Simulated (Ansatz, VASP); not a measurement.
**AlH2 in VASP and in Ansatz**

```
Al H
1.0
     2.73151    0.00000    0.00000
    -1.36575    2.36555    0.00000
     0.00000    0.00000    5.19416
Al H
1 2
Direct
  0.66667 0.33333 0.00000
  0.33333 0.66667 0.20726
  0.33333 0.66667 0.79274
```

Alike in both runs: functional PBE; k mesh 18 × 18 × 10; occupations gaussian, width 0.1 eV; no spin polarisation.

Ansatz relaxed the structure, and its values are those at the end. VASP's run is a single point on that final structure, the one shown.

|  | VASP | Ansatz |
| --- | --- | --- |
| version | VASP 6.6.1 | Ansatz 0.2.0 |
| potentials or method | VASP PAW PBE potentials, release 64 (Al, H) | scalar-relativistic, plane waves, PAW |
| plane-wave cutoff (eV) | 520 | 420 |
| valence electrons in the cell | 5 | 5 |

Ansatz gave:

| Item | Value |
| --- | --- |
| gap on the k mesh at the Fermi level (eV) | none |
| pressure (GPa) | 0.0 |

Question: Which values does VASP return?

Answer: gap on the k mesh at the Fermi level (eV): none; pressure (GPa): -0.1.

A gap of «none» marks a metal or a gap that the smearing closes.
